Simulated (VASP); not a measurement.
# MnO: single point with r2SCAN+U

MnO:

```xyz
2
Lattice="0.0000 2.2220 2.2220 2.2220 0.0000 2.2220 2.2220 2.2220 0.0000" Properties=species:S:1:pos:R:3 pbc="T T T"
Mn    0.0000    0.0000    0.0000
O     2.2220    2.2220    2.2220
```

| Quantity | Value |
| --- | --- |
| Program | VASP 6.6.1 |
| Task | single point |
| Functional | r2SCAN |
| Potentials or basis | VASP PAW PBE potentials, release 64 (Mn_pv, O) |
| Cutoff | 520 eV |
| k mesh | 7 × 7 × 7 |
| Occupations | fermi-dirac, width 0.05 eV |
| Spin | collinear spin, ferromagnetic start |
| Starting moments | [4.0, 0.0] μB |
| Hubbard terms | Mn d U = 6 eV |

| Item | Value |
| --- | --- |
| Pressure | 4.8 GPa |
| Band gap on the k mesh | 1.33 eV, indirect (least direct gap 3.24 eV) |
| Net moment | 5.00 μB per cell |
| Site moments | Mn +4.71; O +0.12 μB |
| Valence electrons inside the program's atomic spheres | Mn 11.35; O 5.06 |

Levels at points of the mesh, in eV from the valence-band top:
Spin up:
| k point | band 8 | band 9 | band 10 | band 11 | band 12 | band 13 | band 14 | band 15 |
| --- | --- | --- | --- | --- | --- | --- | --- | --- |
| (0.00, 0.00, 0.00) | -4.54 | -4.54 | -2.22 | -2.22 | -2.22 | 1.33 | 16.03 | 17.32 |
Spin down:
| k point | band 4 | band 5 | band 6 | band 7 | band 8 | band 9 | band 10 | band 11 |
| --- | --- | --- | --- | --- | --- | --- | --- | --- |
| (0.00, 0.00, 0.00) | -19.36 | -1.91 | -1.91 | -1.91 | 3.02 | 5.77 | 5.77 | 5.77 |

Eigenvalues of the final occupation matrices:
| site | spin | trace | eigenvalues |
| --- | --- | --- | --- |
| site 1 d | 1 | 4.82 | 0.95 0.95 0.95 0.99 0.99 |
| site 1 d | 2 | 0.16 | 0.01 0.01 0.01 0.06 0.06 |

It took 100 s on 1 thread of AMD EPYC 7R43 64-Core Processor (Zen 3), with other jobs on the host, peak memory 0.11 GiB.

Caveat: the PAW data sets were made with another functional, which shifts forces and pressure a little; an odd mesh through Γ misses points on the zone boundary, where band edges often lie; a cell with one magnetic atom can't hold antiferromagnetic order, which such compounds often take.
